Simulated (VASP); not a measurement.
# AgCl (I4/mmm) in VASP: a series of runs

One crystal, AgCl, is run at these levels: PBEsol; tasks: single point.

Everything below comes from runs of VASP 6.6.1. Logs are shortened: lines on timing, memory, paths and dates and some standing lists are left out, and cuts for length are marked.

### Step 1. The cell of the first run

The structure is tetragonal, space group I4/mmm (No. 139). Conventional cell: a = 3.863 Å, b = 3.863 Å, c = 5.713 Å, α = 90.00°, β = 90.00°, γ = 90.00°. Ag (site symmetry 4/mmm) has 6 Cl at 2.73 to 2.86 Å as nearest neighbours. Cl (site symmetry 4/mmm) has 6 Ag at 2.73 to 2.86 Å as nearest neighbours.

### Step 2. Single point, PBEsol (strain -0.015 along x and y, +0.030 along z, atoms carried along)

Contents of INCAR:

```
SYSTEM = AgCl
ALGO = Fast
EDIFF = 1E-6
ENCUT = 520
GGA = PS
ISIF = 2
ISMEAR = 0
LASPH = .True.
LCHARG = .False.
LREAL = .False.
LWAVE = .False.
NBANDS = 16
NELM = 100
PREC = Accurate
SIGMA = 0.05
```

Contents of KPOINTS:

```
k-points
0
Gamma
  8 8 8
  0 0 0
```

Contents of POSCAR:

```
AgCl
1.0
    0.0000000000      2.7315527500      2.8563445000
    2.7315527500      0.0000000000      2.8563445000
    2.7315527500      2.7315527500      0.0000000000
Ag Cl
1 1
Direct
    0.5000000000      0.5000000000      0.5000000000
    0.0000000000      0.0000000000      0.0000000000
```

Potentials or basis: VASP PAW PBE potentials, release 64 (Ag, Cl).

Command:

```
> cat potpaw_PBE.64/Ag/POTCAR potpaw_PBE.64/Cl/POTCAR > POTCAR
> mpirun -np 1 vasp_std > vasp.out
```

OUTCAR:

```text
SYSTEM = AgCl
   EDIFF = 1E-6
   ENCUT = 520
   GGA = PS
   ISIF = 2
   ISMEAR = 0
   LASPH = .True.
   LREAL = .False.
   NELM = 100
   PREC = Accurate

 ion  position               nearest neighbor table
   1  0.500  0.500  0.500-   2 2.73   2 2.73   2 2.73   2 2.73   2 2.86   2 2.86
   2  0.000  0.000  0.000-   1 2.73   1 2.73   1 2.73   1 2.73   1 2.86   1 2.86

  LATTYP: Found a body centered tetragonal cell.
 ALAT       =     3.8629989454
 C/A-ratio  =     1.4788223038

  Lattice vectors:

 A1 = (  -2.7315527500,   0.0000000000,   2.8563445000)
 A2 = (   2.7315527500,   0.0000000000,   2.8563445000)
 A3 = (   0.0000000000,   2.7315527500,  -2.8563445000)

Analysis of symmetry for initial positions (statically):
=====================================================================
 Subroutine PRICEL returns:
 Original cell was already a primitive cell.

 Routine SETGRP: Setting up the symmetry group for a
 body centered tetragonal supercell.

 Subroutine GETGRP returns: Found 16 space group operations
 (whereof 16 operations were pure point group operations)
 out of a pool of 16 trial point group operations.

The static configuration has the point symmetry D_4h.

Analysis of symmetry for dynamics (positions and initial velocities):
=====================================================================
 Subroutine PRICEL returns:
 Original cell was already a primitive cell.

 Routine SETGRP: Setting up the symmetry group for a
 body centered tetragonal supercell.

 Subroutine GETGRP returns: Found 16 space group operations
 (whereof 16 operations were pure point group operations)
 out of a pool of 16 trial point group operations.

The dynamic configuration has the point symmetry D_4h.

 Subroutine INISYM returns: Found 16 space group operations
 (whereof 16 operations are pure point group operations),
 and found     1 'primitive' translations

----------------------------------------------------------------------------------------

                                     Primitive cell

  volume of cell :      42.6245

  direct lattice vectors                    reciprocal lattice vectors
     0.000000000  2.731552750  2.856344500    -0.183046072  0.183046072  0.175048913
     2.731552750  0.000000000  2.856344500     0.183046072 -0.183046072  0.175048913
     2.731552750  2.731552750  0.000000000     0.183046072  0.183046072 -0.175048913

  length of vectors
     3.952225238  3.952225238  3.862998945     0.312496161  0.312496161  0.312496161

  position of ions in fractional coordinates (direct lattice)
     0.500000000  0.500000000  0.500000000
     0.000000000  0.000000000  0.000000000

  ion indices of the primitive-cell ions
   primitive index   ion index
                 1           1
                 2           2

----------------------------------------------------------------------------------------

 KPOINTS: k-points

Automatic generation of k-mesh.
 Grid dimensions read from file:
 generate k-points for:    8    8    8

 Generating k-lattice:

  Cartesian coordinates                     Fractional coordinates (reciprocal lattice)
    -0.022880759  0.022880759  0.021881114     0.125000000  0.000000000  0.000000000
     0.022880759 -0.022880759  0.021881114     0.000000000  0.125000000  0.000000000
     0.022880759  0.022880759 -0.021881114    -0.000000000 -0.000000000  0.125000000

  Length of vectors
     0.039062020  0.039062020  0.039062020

  Shift w.r.t. Gamma in fractional coordinates (k-lattice)
     0.000000000  0.000000000  0.000000000

 Subroutine IBZKPT returns following result:
 ===========================================

 Found     59 irreducible k-points:

 Following reciprocal coordinates:
            Coordinates               Weight
  0.000000  0.000000  0.000000      1.000000
  0.125000  0.000000  0.000000      8.000000
  0.250000  0.000000  0.000000      8.000000
  0.375000  0.000000  0.000000      8.000000
  0.500000  0.000000  0.000000      4.000000
  0.125000  0.125000  0.000000      2.000000
[... 16 lines left out ...]
  0.250000  0.000000  0.125000     16.000000
  0.375000  0.000000  0.125000     16.000000
 [... further k-points ...]
   k-points           NKPTS =     59   k-points in BZ     NKDIM =     59   number of bands    NBANDS=     16
   number of dos      NEDOS =    301   number of ions     NIONS =      2
   total plane-waves  NPLWV =  27000
   dimension x,y,z NGX =    30 NGY =   30 NGZ =   30
   dimension x,y,z NGXF=    60 NGYF=   60 NGZF=   60
   ions per type =               1   1
   NGX,Y,Z   is equivalent  to a cutoff of  12.62, 12.62, 12.91 a.u.
   NGXF,Y,Z  is equivalent  to a cutoff of  25.24, 25.24, 25.82 a.u.
 SYSTEM =  AgCl
   PREC   = accura    normal or accurate (medium, high low for compatibility)
   ISTART =      0    job   : 0-new  1-cont  2-samecut
   ICHARG =      2    charge: 1-file 2-atom 10-const
   ISPIN  =      1    spin polarized calculation?
   LNONCOLLINEAR =      F non collinear calculations
   LSORBIT =      F    spin-orbit coupling
   LASPH  =      T    aspherical Exc in radial PAW
   ENCUT  =  520.0 eV  38.22 Ry    6.18 a.u.   7.35  7.35  7.18*2*pi/ulx,y,z
   NELM   =    100;   NELMIN=  2; NELMDL= -5     # of ELM steps
   EDIFF  = 0.1E-05   stopping-criterion for ELM
   LREAL  =      F    real-space projection
   EDIFFG = 0.1E-04   stopping-criterion for IOM
   NSW    =      0    number of steps for IOM
   IBRION =     -1    ionic relax: 0-MD 1-quasi-New 2-CG
   NFREE  =      0    steps in history (QN), initial steepest desc. (CG)
   ISIF   =      2    stress and relaxation
   ISYM   =      2    0-nonsym 1-usesym 2-fastsym
   POTIM  = 0.5000    time-step for ionic-motion
   TEBEG  =    0.0;   TEEND  =   0.0 temperature during run
   PSTRESS=    0.0 pullay stress
   NELECT =      18.0000    total number of electrons
   NUPDOWN=      -1.0000    fix difference up-down
   EMIN   =  10.00;   EMAX   =-10.00  energy-range for DOS
   EFERMI =   0.00;   METHOD = LEGACY
   ISMEAR =     0;   SIGMA  =   0.05  broadening in eV -4-tet -1-fermi 0-gaus
   EFERMI_NEDOS =   21; number of points for ismear=-14 and -15
   IALGO  =     68    algorithm
   IMIX   =      4    mixing-type and parameters
     AMIX     =   0.40;   BMIX     =  1.00
     AMIX_MAG =   1.60;   BMIX_MAG =  1.00
  volume/ion in A,a.u.               =      21.31       143.82
  Fermi-wavevector in a.u.,A,eV,Ry     =   1.228228  2.321015 20.524995  1.508545
  Thomas-Fermi vector in A             =   2.363162
   LORBIT       =      0    0 simple, 1 ext, 2 COOP (PROOUT), +10 PAW based schemes
   GGA     = PS    functional components
   LHFCALC =     F    Hartree Fock is set to
   AEXX    =    0.0000 exact exchange contribution
   IVDW    =     0    specifies the selected vdW correction
   LEPSILON=     F    determine dielectric tensor
   LRPA    =     F    only Hartree local field effects (RPA)
 non-spin polarized calculation
 RMM-DIIS sequential band-by-band and
 Gauss-broadening in eV      SIGMA  =   0.05
  energy-cutoff  :      520.00
  volume of cell :       42.62
 maximum number of plane-waves:      1166
 NGX is ok and might be reduce to    30
   NGX = 15   NGY = 15   NGZ = 15

 number of electron      18.0000003 magnetization

 Free energy of the ion-electron system (eV)
  ---------------------------------------------------
  ext. energy  EPLUGINS =         0.00000000
  ---------------------------------------------------
  free energy    TOTEN  =        -6.03933644 eV

  energy without entropy =       -6.03933644  energy(sigma->0) =       -6.03933644

 E-fermi :   4.1359     XC(G=0): -10.2160

 val. band max:        3.8671629736   @ k =   0.5000   0.0000   0.0000
 cond. band min:       4.4668891900   @ k =   0.0000   0.0000   0.0000
 fundamental gap:      0.5997262164
 Fermi energy:         4.1358959836

 k-point     1 :       0.0000    0.0000    0.0000
  band No.  band energies     occupation
      1     -11.4350      2.00000
      2       1.1621      2.00000
      3       1.2697      2.00000
      4       1.2754      2.00000
      5       1.2754      2.00000
      6       1.2803      2.00000
[... 8 lines left out ...]
     15      16.2278      0.00000
     16      17.0192      0.00000

 k-point     2 :       0.1250    0.0000    0.0000
  band No.  band energies     occupation
      1     -11.3730      2.00000
      2       0.4858      2.00000
      3       0.5393      2.00000
      4       0.6593      2.00000
      5       1.2676      2.00000
      6       1.3218      2.00000
[... 8 lines left out ...]
     15      15.8397      0.00000
     16      16.3456      0.00000

 k-point     3 :       0.2500    0.0000    0.0000
  band No.  band energies     occupation
      1     -11.2168      2.00000
      2      -0.5515      2.00000
      3      -0.0554      2.00000
      4       0.0801      2.00000
      5       1.4116      2.00000
      6       1.4371      2.00000
[... 8 lines left out ...]
     15      15.9091      0.00000
     16      16.2783      0.00000

 k-point     4 :       0.3750    0.0000    0.0000
  band No.  band energies     occupation
      1     -11.0503      2.00000
      2      -1.3413      2.00000
      3      -0.4321      2.00000
      4      -0.2842      2.00000
      5       1.5565      2.00000
      6       1.5632      2.00000
[... 8 lines left out ...]
     15      16.7069      0.00000
     16      16.9563      0.00000
[... 324 lines left out ...]
 k-point    22 :       0.1250    0.0000    0.1250
  band No.  band energies     occupation
      1     -11.3496      2.00000
      2      -0.0461      2.00000
      3       0.7735      2.00000
      4       0.9148      2.00000
      5       1.2222      2.00000
      6       1.3090      2.00000
[... 8 lines left out ...]
     15      17.3157      0.00000
     16      17.6313      0.00000

 k-point    23 :       0.2500    0.0000    0.1250
  band No.  band energies     occupation
      1     -11.2276      2.00000
      2      -0.6434      2.00000
      3       0.2533      2.00000
      4       0.4308      2.00000
      5       1.2749      2.00000
      6       1.4379      2.00000
[... 8 lines left out ...]
     15      16.9812      0.00000
     16      17.7000      0.00000

 k-point    24 :       0.3750    0.0000    0.1250
  band No.  band energies     occupation
      1     -11.0711      2.00000
      2      -1.1629      2.00000
      3      -0.3100      2.00000
      4      -0.0550      2.00000
      5       1.4137      2.00000
      6       1.5859      2.00000
[... 8 lines left out ...]
     15      17.3930      0.00000
     16      17.7320      0.00000

 [... further k-points ...]

------------------------ aborting loop because EDIFF is reached ----------------------------------------

  FORCE on cell =-STRESS in cart. coord.  units (eV):
  Direction    XX          YY          ZZ          XY          YZ          ZX
  --------------------------------------------------------------------------------------
  -------------------------------------------------------------------------------------
  Total       -0.6200324     -0.6200324     -0.7877584      0.0000000      0.0000000     -0.0000000
  in kB      -23.3058626    -23.3058626    -29.6103714      0.0000000      0.0000000     -0.0000000
  external PRESSURE =     -25.4073655 kB  Pullay stress =       0.0000000 kB

 VOLUME and BASIS-vectors are now :
 -----------------------------------------------------------------------------
  energy-cutoff  :      520.00
  volume of cell :       42.62
      direct lattice vectors                 reciprocal lattice vectors
     0.000000000  2.731552750  2.856344500    -0.183046072  0.183046072  0.175048913
     2.731552750  0.000000000  2.856344500     0.183046072 -0.183046072  0.175048913
     2.731552750  2.731552750  0.000000000     0.183046072  0.183046072 -0.175048913

 POSITION                                       TOTAL-FORCE (eV/Angst)
 -----------------------------------------------------------------------------------
      2.73155      2.73155      2.85634         0.000000     -0.000000      0.000000
      0.00000      0.00000      0.00000        -0.000000      0.000000     -0.000000
 -----------------------------------------------------------------------------------
    total drift:                                0.000000      0.000000      0.000000

  FREE ENERGIE OF THE ION-ELECTRON SYSTEM (eV)
  ---------------------------------------------------
  free  energy   TOTEN  =        -6.0393364416 eV

  energy  without entropy=       -6.0393364416  energy(sigma->0) =       -6.03933644
```

It took 23 s on 1 thread of Intel Xeon Platinum 8488C (Sapphire Rapids), shared host; peak memory 0.18 GiB.

What came out:

```
Free energy            : -6.0393 eV
Pressure               : -2.5 GPa
Band gap on the k mesh : 0.60 eV, indirect (least direct gap 2.99 eV)
```

Caveat: the PAW data sets were made with another functional, which shifts forces and pressure a little. A k mesh can miss the band edges.

### Step 3. Single point, PBEsol (strain -0.030 along x and y, +0.015 along z, atoms carried along)

Contents of INCAR:

```
SYSTEM = AgCl
ALGO     = Fast           ! electronic algorithm
EDIFF    = 1E-6           ! SCF threshold, eV
ENCUT    = 520            ! plane-wave cutoff, eV
GGA      = PS             ! functional
ISIF     = 2              ! what is computed and relaxed
ISMEAR   = 0              ! smearing method
LASPH    = .TRUE.         ! aspherical terms in the spheres
LCHARG   = .TRUE.         ! write CHGCAR
LELF     = .TRUE.         ! ELF
LREAL    = .FALSE.        ! projectors in reciprocal space
LVHAR    = .TRUE.       
LWAVE    = .FALSE.        ! write WAVECAR
NBANDS   = 16             ! bands
NELM     = 100            ! most SCF steps
PREC     = Accurate       ! precision mode
SIGMA    = 0.05           ! smearing width, eV
```

Contents of KPOINTS:

```
k-points
0
G
  8 8 8
  0 0 0
```

Contents of POSCAR:

```
AgCl
1.0
    0.0000000000      2.6899555000      2.8147472500
    2.6899555000      0.0000000000      2.8147472500
    2.6899555000      2.6899555000      0.0000000000
Ag Cl
1 1
Direct
    0.5000000000      0.5000000000      0.5000000000
    0.0000000000      0.0000000000      0.0000000000
```

Potentials or basis: VASP PAW PBE potentials, release 64 (Ag, Cl).

Command:

```
> cat potpaw_PBE.64/Ag/POTCAR potpaw_PBE.64/Cl/POTCAR > POTCAR
> mpirun -np 1 vasp_std > vasp.out
```

It took 23 s on 1 thread of Intel Xeon Platinum 8488C (Sapphire Rapids), shared host; peak memory 0.18 GiB.

The run converged. Its results:

| Quantity | Value |
| --- | --- |
| Free energy | -6.0557 eV |
| Pressure | -0.3 GPa |
| Band gap on the k mesh | 0.58 eV, indirect (least direct gap 3.17 eV) |

Stress tensor (GPa, compression positive):
```
 0.10  0.00  0.00
 0.00  0.10  0.00
 0.00  0.00 -1.19
```

Levels at points of the mesh, in eV from the valence-band top:
```csv
k point,band 5,band 6,band 7,band 8,band 9,band 10,band 11,band 12,band 13,band 14
"(0.00, 0.00, 0.00)",-2.80,-2.79,-2.74,-2.74,-2.59,0.58,10.51,10.63,10.63,11.87
"(0.50, 0.00, 0.00)",-2.42,-2.40,-2.07,-0.31,0.00,3.74,6.57,7.07,7.52,13.33
"(0.50, 0.50, 0.00)",-3.26,-2.63,-2.28,-2.28,-2.17,2.05,7.84,8.16,11.66,11.66
"(0.50, 0.00, 0.50)",-3.20,-2.56,-2.30,-2.26,-2.15,1.99,7.55,8.60,10.96,11.70
```

Caveat: the PAW data sets were made with another functional, which shifts forces and pressure a little. A k mesh can miss the band edges.

### Step 4. Single point, PBEsol (strain -0.030 along x and y, -0.015 along z, atoms carried along)

Contents of INCAR:

```
PREC = Accurate ; ENCUT = 520
EDIFF = 1E-7 ; ISMEAR = 0
SIGMA = 0.05 ; LREAL = F
LASPH = T ; NELM = 100
ALGO = Fast ; ISIF = 2
LWAVE = F ; LCHARG = F
GGA = PS ; NBANDS = 16
```

Contents of KPOINTS:

```
regular mesh
0
Gamma
  8 8 8
```

Contents of POSCAR:

```
AgCl
1.0
    0.0000000000      2.6899555000      2.7315527500
    2.6899555000      0.0000000000      2.7315527500
    2.6899555000      2.6899555000      0.0000000000
Ag Cl
1 1
Direct
    0.5000000000      0.5000000000      0.5000000000
    0.0000000000      0.0000000000      0.0000000000
```

Command:

```
> cat potpaw_PBE.64/Ag/POTCAR potpaw_PBE.64/Cl/POTCAR > POTCAR
> mpirun -np 1 vasp_std > vasp.out
```

It took 25 s on 1 thread of Intel Xeon Platinum 8488C (Sapphire Rapids), shared host; peak memory 0.18 GiB.

The run converged. Its results:

- Free energy: -6.0568 eV
- Pressure: 1.2 GPa
- Band gap on the k mesh: 0.67 eV, indirect (least direct gap 3.31 eV)

Stress tensor (GPa, compression positive):
```
1.43 0.00 0.00
0.00 1.43 0.00
0.00 0.00 0.84
```

Levels at points of the mesh, in eV from the valence-band top:
| k point | band 6 | band 7 | band 8 | band 9 | band 10 | band 11 | band 12 | band 13 |
| --- | --- | --- | --- | --- | --- | --- | --- | --- |
| (0.00, 0.00, 0.00) | -2.82 | -2.73 | -2.73 | -2.67 | 0.67 | 10.64 | 10.68 | 10.68 |
| (0.50, 0.00, 0.00) | -2.41 | -2.06 | -0.11 | 0.00 | 3.76 | 6.82 | 7.24 | 7.40 |
| (0.50, 0.50, 0.00) | -2.61 | -2.27 | -2.27 | -2.13 | 2.06 | 7.76 | 8.56 | 11.77 |
| (0.50, 0.00, 0.50) | -2.58 | -2.28 | -2.26 | -2.13 | 2.04 | 7.66 | 8.71 | 11.53 |

Caveat: the PAW data sets were made with another functional, which shifts forces and pressure a little. A k mesh can miss the band edges.

### Step 5. Single point, PBEsol (strain -0.030 along x and y, +0.030 along z, atoms carried along)

Contents of INCAR:

```
PREC = Accurate
ENCUT = 520
EDIFF = 1E-6
ISMEAR = 0
SIGMA = 0.05
LREAL = False
LASPH = True
NELM = 100
ALGO = Normal
ISIF = 2
LWAVE = False
LCHARG = False
GGA = PS
NBANDS = 16
```

Contents of KPOINTS:

```
Automatic mesh
0
Gamma
  8 8 8
```

Contents of POSCAR:

```
AgCl
1.0
    0.0000000000      2.6899555000      2.8563445000
    2.6899555000      0.0000000000      2.8563445000
    2.6899555000      2.6899555000      0.0000000000
Ag Cl
1 1
Direct
    0.5000000000      0.5000000000      0.5000000000
    0.0000000000      0.0000000000      0.0000000000
```

Command:

```
> cat potpaw_PBE.64/Ag/POTCAR potpaw_PBE.64/Cl/POTCAR > POTCAR
> mpirun -np 1 vasp_std > vasp.out
```

It took 22 s on 1 thread of Intel Xeon Platinum 8488C (Sapphire Rapids), shared host; peak memory 0.18 GiB.

The run converged. Its results:

```
Free energy            : -6.0502 eV
Pressure               : -0.9 GPa
Band gap on the k mesh : 0.55 eV, indirect (least direct gap 3.10 eV)
```

Stress tensor (GPa, compression positive):
```
-0.46  0.00  0.00
 0.00 -0.46  0.00
 0.00  0.00 -1.91
```

Levels at points of the mesh, in eV from the valence-band top:
| k point | band 5 | band 6 | band 7 | band 8 | band 9 | band 10 | band 11 | band 12 | band 13 | band 14 |
| --- | --- | --- | --- | --- | --- | --- | --- | --- | --- | --- |
| (0.00, 0.00, 0.00) | -2.77 | -2.77 | -2.75 | -2.75 | -2.56 | 0.55 | 10.44 | 10.61 | 10.61 | 11.86 |
| (0.50, 0.00, 0.00) | -2.43 | -2.40 | -2.07 | -0.41 | 0.00 | 3.73 | 6.46 | 7.00 | 7.58 | 13.23 |
| (0.50, 0.50, 0.00) | -3.25 | -2.64 | -2.29 | -2.29 | -2.20 | 2.05 | 7.87 | 7.96 | 11.62 | 11.62 |
| (0.50, 0.00, 0.50) | -3.17 | -2.55 | -2.32 | -2.26 | -2.16 | 1.97 | 7.50 | 8.55 | 10.69 | 11.66 |

Caveat: the PAW data sets were made with another functional, which shifts forces and pressure a little. A k mesh can miss the band edges.

### Step 6. Overview

| cell | gap on the mesh (eV) | pressure (GPa) |
| --- | --- | --- |
| strain -0.015 along x and y, +0.030 along z, atoms carried along | 0.60 | -2.5 |
| strain -0.030 along x and y, +0.015 along z, atoms carried along | 0.58 | -0.3 |
| strain -0.030 along x and y, -0.015 along z, atoms carried along | 0.67 | 1.2 |
| strain -0.030 along x and y, +0.030 along z, atoms carried along | 0.55 | -0.9 |

Alike in all rows: task single point; level PBEsol; potentials or basis VASP PAW PBE potentials, release 64 (Ag, Cl); no spin polarisation; k mesh 8 × 8 × 8; cutoff (eV) 520; smearing gaussian 0.05 eV.

Caveats: the PAW data sets were made with another functional, which shifts forces and pressure a little.

Absolute energies hang on the potentials; compare differences alone.
